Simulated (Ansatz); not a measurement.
LaAlO3: pressure series

Start from LaAlO3 in the cubic perovskite structure (space group Pm-3m, No. 221; a = 3.786 Å).

Cell and atoms are relaxed at each pressure.

Level of theory: Kohn–Sham DFT with the r2SCAN functional, run in Ansatz (a quantum-chemistry and plane-wave program) with PAW and 500 eV plane waves, no SOC, earlier PAW set.

```tsv
P (GPa)	V (Å³/atom)
-2.00	10.962
-1.00	10.909
3.02	10.708
7.00	10.526
15.00	10.203
30.00	9.707
50.00	9.192
75.00	8.692
100.00	8.295
```

A third-order Birch–Murnaghan fit to these points gives V₀ = 10.86 Å³/atom, B₀ = 213 GPa and B₀′ = 4.1. At pressure 100 GPa the volume is 76.4 % of V₀.

Between the base and pressure 15 GPa the gap moves from 4.02 eV to 4.15 eV, a mean slope of 9.0 meV/GPa.

Load acts through the strain it causes; cell and atoms are relaxed under it. Whether these cells are dynamically stable was not tested. No other phases were tried under pressure. Many cubic perovskites are stable only at high temperature; tilts and polar distortions were not tested.
